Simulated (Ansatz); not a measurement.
Consider the ligand exchange at the Si–C bond: `C=CCC[SiH3]` + `[OH][Ga]([Cl])[Cl]` → `[SiH3][O][Ga]([Cl])[Cl]` + `C=CCC`.

Program: Ansatz. Geometries: PBE0-D4/def2-TZVP. ΔE: electronic, gas phase. CCSD(T)/CBS is the MP2 limit (def2-TZVPP, def2-QZVPP) plus CCSD(T) − MP2 in def2-TZVPP, frozen cores. DFT in def2-TZVPP. B3LYP here is the variant with VWN-RPA as its local correlation; programs differ in this. For Ga outer-core shells are correlated without core-valence functions, which leaves a few kJ/mol of doubt a bond. Scalar relativity is left out up to krypton. Each species was taken in one conformer, which may not be the lowest.

CCSD(T)/CBS gives -107.4 kJ/mol.

(1) Another level gave -136.4 kJ/mol. Which?
A. PBE0/def2-TZVPP
B. HF/def2-TZVPP
C. PBE-D4/def2-TZVPP
D. B3LYP/def2-TZVPP

Largest T1 diagnostic among the species: 0.012.

Answers

(1) B. HF/def2-TZVPP -136.4, PBE-D4 -90.8, B3LYP -113.3, PBE0 -100.4 kJ/mol.

The D4 term adds +4.1 kJ/mol with B3LYP and +2.3 kJ/mol with PBE0; it sums over pairs of atoms, weighted by their polarisabilities, and B3LYP, whose exchange is more repulsive, gets the larger term. In def2-TZVPP, CCSD(T) changes the Hartree–Fock value by +27.9 kJ/mol (the triples alone add +3.9 kJ/mol) and MP2 by +27.4 kJ/mol.

CCSD(T)/CBS has its own doubt, a few kJ/mol and more with outer-core shells, so smaller differences from it don't rank the levels.
